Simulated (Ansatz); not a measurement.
# Ti (Im-3m) in Ansatz: settings compared, part 2 of 2

Ansatz 0.2.0. Earlier steps stand in the parts before.

### 6 Band structure, HSEsol

Input file input.yaml:

```yaml
crystal:
  lattice:
    - [-1.641, 1.641, 1.641]
    - [1.641, -1.641, 1.641]
    - [1.641, 1.641, -1.641]
  atoms:
    - { symbol: Ti, position: [0.0, 0.0, 0.0] }
hamiltonian:
  xc:
    exchange: hjs_pbesol
    correlation: pbesol
    exx: { coeff: 0.25, omega: 0.207 }
  pseudopotentials: { kind: paw }
kpoints:
  mp_grid: { grid: [6, 6, 6] }
  band_path:
    path:
      - [[0.0, 0.0, 0.0], [0.5, -0.5, 0.5], [0.0, 0.0, 0.5], [0.0, 0.0, 0.0], [0.25, 0.25, 0.25], [0.5, -0.5, 0.5]]
      - [[0.25, 0.25, 0.25], [0.0, 0.0, 0.5]]
    npoints: 4
scf:
  occupations: { method: fermi_dirac, width: 0.05 }
  n_extra_bands: 6
output:
  forces: true
  stress: true
  eigenvalues: true
  fatbands: false
```

Potentials or basis: Ansatz PAW.

The run is started by

```console
ansatz run input.yaml --threads 2 --pin off --max-ram 5632MiB --backend cpu --events-out ev --progress --plain --runs-dir out
```

The log of the run:

```text
Warning: output.stress: scf.convergence.dr2_threshold = 1e-7 eV (the SCF's general default) is looser than the 1e-10 eV advised for a printed stress (1e-10 eV for each atom of the cell: 1). What an SCF threshold leaves in a stress goes as its square root, and in the free energy as the threshold itself, and one threshold admits the most on a small cell: of the crystals measured, under no hybrid functional and no lock of the moments, on runs that ended without the residual-converged pass, on stresses that held no estimate of that error, the worst erred by over 100 MPa in a component at 1e-7 eV an atom and by under 5 at 1e-10. Set scf.convergence.dr2_threshold to 1e-10 eV or tighter. The threshold is an SCF's pass mark: one that does not reach it within its budget of iterations ends unconverged, or closes short of it on a stop that the run arms, and scf.convergence.dr2_threshold's page says what that costs each kind of run
Warning: output.stress: scf.exx.energy_threshold = 1e-6 eV is looser than the 1e-8 eV advised for a stress under a hybrid functional (1e-8 eV for each atom of the cell: 1). Every SCF of the exchange loop can meet its threshold on dr2 while the loop round them stops early: no threshold on dr2 bounds what that leaves in the stress. Set scf.exx.energy_threshold to 1e-8 eV or tighter. The threshold is the loop's pass mark: a loop that does not reach it within its budget of cycles ends unconverged, and scf.exx.energy_threshold's page has the law
Warning: RAYON_NUM_THREADS=2 ignored (pool sized by the plan → 2); use --threads N
scf.n_extra_bands = 6 over 6 filled bands (N_el = 12.0): the run solves 12 bands
Engine: ansatz 0.2.0, x86_64-unknown-linux-gnu
Pseudopotentials: kind: paw
Pseudopotential: Ti, paw, valence charge 12, recommended cutoff 420 eV (normal), Ti.paw.azcp
Functional definition: unnamed
  parameter a_1 = 0.25
  parameter omega_1 = 0.207/angstrom
  exchange = pbe_x(mu = 0.12345679012345678) + (-a_1)*hjs_pbesol_x_sr(omega_1) + a_1*exact_x_sr(omega_1)
  correlation = pbe_c(beta = 0.046)
Crystal: 1 atoms, lattice volume = 17.676 Å³
Basis set: ecut = 420 eV, 369 PW (Γ), exchange–correlation on 40×40×40 points (8 copies of the dense FFT grid, shifted against one another)
Bands: 12, of which v1, the nominal top of the filled ones, is band 6 counted from 1 (5 counted from 0)
Symmetry: 48 space group operations
Space group: Im-3m (ITA 229), of the structure as read, at distance tolerance 2.6e-5 Å
k-points: 16 of 216
Non-local potential: Ti, projectors of the file, l = 0: 3, l = 1: 2, l = 2: 3, l = 3: 1
[... 55 lines left out ...]
  E_nonlocal   = 6.418790
  E_hartree    = 328.581443
  E_xc         = -78.200467
  E_vxc        = -97.166589  (∫ρ·V_xc dr)
  E_exx        = -38.953697  (= α·E_x^exact, valence–valence)
  E_paw        = -1007.423524  (= ΣΔE_a)
  E_vpaw       = -139.602312  (= ΣTr[D̂ρ^β])
  E_aug_tail   = 0.000113  (compensation charges beyond the density's cutoff)
  E_ewald      = -1149.623506
  E_core_change = -0.063656  (= ΣΔE_core)
  E_smearing   = -0.017149  (= −TS)
  E_closure    = -0.000000  (closes the sum)
  Σ components = -2480.526235   (vs F -2480.526235, Δ=0.00e0)
--- Forces (eV/Å), atoms counted from 1 ---
  atom   1  Ti     0.00000000    -0.00000000     0.00000000
  max |Σ_I F_I| component: 1.64e-31 eV/Å
--- Stress (GPa, compression-positive) ---
       -5.498602       0.000000       0.000000
        0.000000      -5.498602       0.000000
       -0.000000      -0.000000      -5.498602
  P = ⅓ Tr σ = -5.4986 GPa (-54.986 kbar)
--- Band table (eV; the first three rows and the last of 16) ---
  k-point 0: bands = ["-48.6379", "-22.9184", "-22.9184", "-22.9184", "5.6715", "14.3663", "14.3663", "14.3663", "16.1455", "16.1455", "30.9806", "30.9806"]
  k-point 1: bands = ["-48.6046", "-23.0992", "-22.9706", "-22.9195", "6.6839", "13.8839", "14.0228", "15.0518", "15.8000", "16.1559", "29.4248", "30.4582"]
  k-point 2: bands = ["-48.5375", "-23.4468", "-23.0732", "-22.9215", "8.9283", "12.9690", "13.0811", "15.9954", "16.2820", "16.7090", "25.0169", "28.0238"]
  k-point 15: bands = ["-48.4145", "-23.3722", "-23.3722", "-23.3722", "10.1081", "10.1081", "17.4496", "17.4496", "17.4496", "21.5395", "21.5395", "21.5395"]
```

bands.tsv:

```text
# k_distance	band_0	band_1	band_2	band_3	band_4	band_5	band_6	band_7	band_8	band_9	band_10	band_11
# fermi_ev = 12.779819
# lock_threshold_ev = 1e-6
# [0, 0, 0] at k_distance = 0.000000
[... 34 lines left out ...]
7.937766	-61.272645	-36.036816	-36.036816	-36.036816	-0.913045	-0.913045	-0.913045	3.710062	3.710062	9.806154	9.806154	9.806154
8.177071	-61.274238	-36.171967	-36.017248	-35.904941	-1.278002	-0.890144	-0.654502	3.653466	3.698742	8.182767	9.283637	11.192321
8.416375	-61.278057	-36.288437	-35.970040	-35.796456	-2.051136	-0.659014	-0.141533	3.518088	3.671225	6.687606	9.272148	12.800806
8.655680	-61.281855	-36.366925	-35.922864	-35.726145	-2.716897	-0.382958	0.463032	3.388955	3.643325	5.507581	9.412981	13.718129
8.894985	-61.283429	-36.394571	-35.903331	-35.701960	-2.969517	-0.259249	0.772172	3.337652	3.631599	5.011197	9.483750	14.018315
```

Wall time 62 s (2 threads of Intel Xeon at 2.70GHz, shared host); peak memory 0.6 GiB.

What came out:

```
Free energy            : -2480.5262 eV
Pressure               : -5.5 GPa
Band gap on the k mesh : none (metal or under the smearing width)
```

Levels at the corners of the path, in eV from the Fermi level:
| point | band 3 | band 4 | band 5 | band 6 | band 7 | band 8 | band 9 | band 10 |
| --- | --- | --- | --- | --- | --- | --- | --- | --- |
| Γ | -35.70 | -35.70 | -7.11 | 1.59 | 1.59 | 1.59 | 3.37 | 3.37 |
| H | -36.15 | -36.15 | -2.67 | -2.67 | 4.67 | 4.67 | 4.67 | 8.76 |
| N | -35.90 | -35.70 | -2.97 | -0.26 | 0.77 | 3.34 | 3.63 | 5.01 |
| Γ | -35.70 | -35.70 | -7.11 | 1.59 | 1.59 | 1.59 | 3.37 | 3.37 |
| P | -36.04 | -36.04 | -0.91 | -0.91 | -0.91 | 3.71 | 3.71 | 9.81 |
| H | -36.15 | -36.15 | -2.67 | -2.67 | 4.67 | 4.67 | 4.67 | 8.76 |
| P | -36.04 | -36.04 | -0.91 | -0.91 | -0.91 | 3.71 | 3.71 | 9.81 |
| N | -35.90 | -35.70 | -2.97 | -0.26 | 0.77 | 3.34 | 3.63 | 5.01 |

Caveat: the k mesh is coarse (spacing up to 0.45 Å⁻¹), so the values aren't converged, least of all with exact exchange; the PAW data sets come from PBE, with cores solved anew for the run's functional, which leaves a small shift of forces and pressure; the thresholds are loose for stress.

### 7 Band structure, HSE06

input.yaml: that of step 6 with these lines changed.

```diff
@@ -8,6 +8,3 @@
 hamiltonian:
-  xc:
-    exchange: hjs_pbesol
-    correlation: pbesol
-    exx: { coeff: 0.25, omega: 0.207 }
+  xc: hse06
   pseudopotentials: { kind: paw }
@@ -28 +25,5 @@
   fatbands: false
+  write_density: true
+  write_potential: true
+  elf: true
+  volumetric_format: npy
```

The run is started by

```console
ansatz run input.yaml --threads 2 --pin off --max-ram 5632MiB --backend cpu --events-out ev --progress --plain --runs-dir out
```

Run time: 47 s. Hardware: 2 threads of Intel Xeon at 2.70GHz, shared host; peak memory 0.6 GiB.

It converged, with:

* Free energy: -2498.7541 eV
* Pressure: -2.2 GPa
* Band gap on the k mesh: none (metal or under the smearing width)

Levels at the corners of the path, in eV from the Fermi level:
```
point  band 2  band 3  band 4  band 5  band 6  band 7  band 8  band 9  band 10  band 11
    Γ  -35.81  -35.81  -35.81   -7.12    1.60    1.60    1.60    3.35     3.35    18.18
    H  -36.26  -36.26  -36.26   -2.68   -2.68    4.66    4.66    4.66     8.76     8.76
    N  -36.50  -36.02  -35.82   -2.96   -0.24    0.74    3.33    3.62     5.00     9.48
    Γ  -35.81  -35.81  -35.81   -7.12    1.60    1.60    1.60    3.35     3.35    18.18
    P  -36.15  -36.15  -36.15   -0.91   -0.91   -0.91    3.70    3.70     9.77     9.77
    H  -36.26  -36.26  -36.26   -2.68   -2.68    4.66    4.66    4.66     8.76     8.76
    P  -36.15  -36.15  -36.15   -0.91   -0.91   -0.91    3.70    3.70     9.77     9.77
    N  -36.50  -36.02  -35.82   -2.96   -0.24    0.74    3.33    3.62     5.00     9.48
```

Caveat: the k mesh is coarse (spacing up to 0.45 Å⁻¹), so the values aren't converged, least of all with exact exchange; the PAW data sets come from PBE, with cores solved anew for the run's functional, which leaves a small shift of forces and pressure; the thresholds are loose for stress.

### 8 Summary

```csv
level,k mesh,cutoff (eV),points for each segment of the path,mesh quality,gap on the mesh (eV),pressure (GPa)
RPBE,11 × 11 × 11,420,14,not flagged,none,0.7
revPBE,11 × 11 × 11,420,14,not flagged,none,-0.2
BLYP,11 × 11 × 11,420,14,not flagged,none,-0.3
r2SCAN,11 × 11 × 11,500,14,not flagged,none,-2.8
HSEsol,6 × 6 × 6,420,4,coarse,none,-5.5
HSE06,6 × 6 × 6,420,4,coarse,none,-2.2
```

Alike in all rows: task band structure; potentials or basis Ansatz PAW; no spin polarisation; cell as given; smearing fermi-dirac 0.05 eV.

Caveats: some runs use coarse meshes; the PAW data sets come from PBE, with cores solved anew for the run's functional, which leaves a small shift of forces and pressure; the thresholds are loose for stress (some runs).

Total energies depend on the potentials used, so only differences within one code and one set of settings carry meaning.
